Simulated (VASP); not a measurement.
# Li: restarted molecular dynamics, 2 variants

Li, I-43d (no. 220), 16 atoms in the cell. PBE, molecular dynamics; PAW potentials Li (PBE set).

| Restart from | Temperature at the end (K) | The same without a restart (K) | Potential energy at the end (eV/atom) | The same without a restart (eV/atom) | Electronic steps in the first step after the restart | Time (s) |
|---|---|---|---|---|---|---|
| CONTCAR with velocities, WAVECAR read | 1086.0 | 1086.0 | -1.74001 | -1.74001 | 4 | 98 |
| CONTCAR with velocities, no WAVECAR | 1086.0 | 1086.0 | -1.74001 | -1.74001 | 14 | 100 |

Limits: 60 fs of 16 atoms are too short for converged averages.

## Input of the first row

INCAR.step1:
```
ALGO = Fast
EDIFF = 1E-6
ENCUT = 200
GGA = PE
IBRION = 0
ISIF = 2
ISMEAR = -1
ISYM = 0
KPAR = 2
LASPH = True
LCHARG = False
LREAL = Auto
LWAVE = True
MDALGO = 4
NELM = 60
NELMIN = 4
NHC_NCHAINS = 3
NHC_PERIOD = 30
NSW = 30
POTIM = 1.0
PREC = Normal
RANDOM_SEED = 658175 0 0
SIGMA = 0.069
TEBEG = 1600
```

INCAR.step2, as INCAR.step1 but for:
```
- LWAVE = True
+ LWAVE = False
```

KPOINTS:
```
k-points
0
Monkhorst-Pack
  2 2 2
```

POSCAR.step1:
```
Li
1.0
    6.8648002000      0.0000000000      0.0000000000
    0.0000000000      6.8648002000      0.0000000000
    0.0000000000      0.0000000000      6.8648002000
Li
16
Direct
    0.0057997150      0.5057997150      0.9942002850
    0.7557997150      0.2557997150      0.2442002850
    0.2442002850      0.2442002850      0.2442002850
    0.9942002850      0.0057997150      0.5057997150
    0.5057997150      0.9942002850      0.0057997150
    0.4942002850      0.4942002850      0.4942002850
    0.2557997150      0.2442002850      0.7557997150
    0.2442002850      0.7557997150      0.2557997150
    0.5057997150      0.0057997150      0.4942002850
    0.2557997150      0.7557997150      0.7442002850
    0.7442002850      0.7442002850      0.7442002850
    0.4942002850      0.5057997150      0.0057997150
    0.0057997150      0.4942002850      0.5057997150
    0.9942002850      0.9942002850      0.9942002850
    0.7557997150      0.7442002850      0.2557997150
    0.7442002850      0.2557997150      0.7557997150
```

Commands (each step's output is kept before the next begins):
```
cat potpaw_PBE.64/Li/POTCAR > POTCAR
cp INCAR.step1 INCAR
cp POSCAR.step1 POSCAR
mpirun -np 2 vasp_std > vasp.out
cp CONTCAR POSCAR
cp INCAR.step2 INCAR
mpirun -np 2 vasp_std > vasp.out
```

Changes of the last row against the first:
```
(step 1)
- LWAVE = True
+ LWAVE = False
```

VASP 6.6.1 took 98 s on 2 cores (AMD EPYC 7R13 (Zen 3)), a shared host.
